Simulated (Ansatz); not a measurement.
Si2Mo under changes of volume

One of the cells (13.416 Å³/atom); the others are scaled copies at fixed shape and fractional positions:

```
CELL_PARAMETERS angstrom
-1.60000 1.60000 3.93050
1.60000 -1.60000 3.93050
1.60000 1.60000 -3.93050
ATOMIC_POSITIONS crystal
Mo 0.00000 0.00000 0.00000
Si 0.66700 0.66700 0.00000
Si 0.33300 0.33300 0.00000
```

```yaml
Program: Ansatz 0.2.0
Functional: LDA
Potentials_or_basis: Ansatz PAW
Cutoff: "420 eV (not typed: the program's choice for these potentials)"
k_mesh: 12 × 12 × 12
Occupations: fermi-dirac, width 0.05 eV
Spin: no spin polarisation
```

| volume (Å³/atom) | energy over the lowest point (meV/atom) | pressure (GPa) | largest force (eV/Å) |
| --- | --- | --- | --- |
| 12.611 | ? | ? | ? |
| 12.879 | 0.81 | 2.9 | 0.313 |
| 13.148 | 0.00 | -1.9 | 0.346 |
| 13.416 | 6.76 | -6.1 | 0.376 |
| 13.684 | 20.29 | -9.9 | 0.405 |
| 13.953 | 39.87 | -13.4 | 0.432 |
| 14.221 | 64.86 | -16.4 | 0.456 |

Task: What does the run at 12.611 Å³/atom give?

Result: Energy over the lowest point 10.08 meV/atom; pressure 8.3 GPa; largest force 0.278 eV/Å.

Worked out: A Birch-Murnaghan fit of order 3 (a polynomial in V^(-2/3)) to the other rows has its minimum at 13.04 Å³/atom with B0 = V·E''(V) = 229 GPa and B' = 4.4 at fixed shape and positions, which overstates the stiffness. It gives 10.05 meV/atom at 12.611 Å³/atom, against the run's 10.08, and -dE/dV = 8.2 GPa, against 8.3.

Energies are extrapolated to zero smearing.

Caveats: the PAW data sets come from PBE, with cores solved anew for the run's functional, which leaves a small shift of forces and pressure.
